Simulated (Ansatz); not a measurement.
CuAu in Ansatz: the effect of functional

The system is CuAu.

```
Au Cu
1.0
     2.82936    0.00000    0.00000
     0.00000    2.82936    0.00000
     0.00000    0.00000    3.70940
Au Cu
1 1
Direct
  0.00000 0.00000 0.00000
  0.50000 0.50000 0.50000
```

The cell isn't the ideal one: volume scaled by 1.02.

Alike in all runs:

```yaml
Program: Ansatz 0.2.0
Task: single point
Potentials_or_basis: Ansatz PAW
k_mesh: 9 × 9 × 7
Occupations: fermi-dirac, width 0.05 eV
Spin: no spin polarisation
```

Q: One run gave: pressure -11.8 GPa. Which functional did it use?
A. PBEsol
B. LDA
C. r2SCAN

A: B.

```csv
functional,cutoff,pressure (GPa)
LDA,420 eV (not typed: the program's choice for these potentials),-11.8
PBEsol,420 eV (not typed: the program's choice for these potentials),-6.8
r2SCAN,500 eV (not typed: the program's choice for these potentials),-3.3
```

Caveats: the PAW data sets come from PBE, with cores solved anew for the run's functional, which leaves a small shift of forces and pressure.
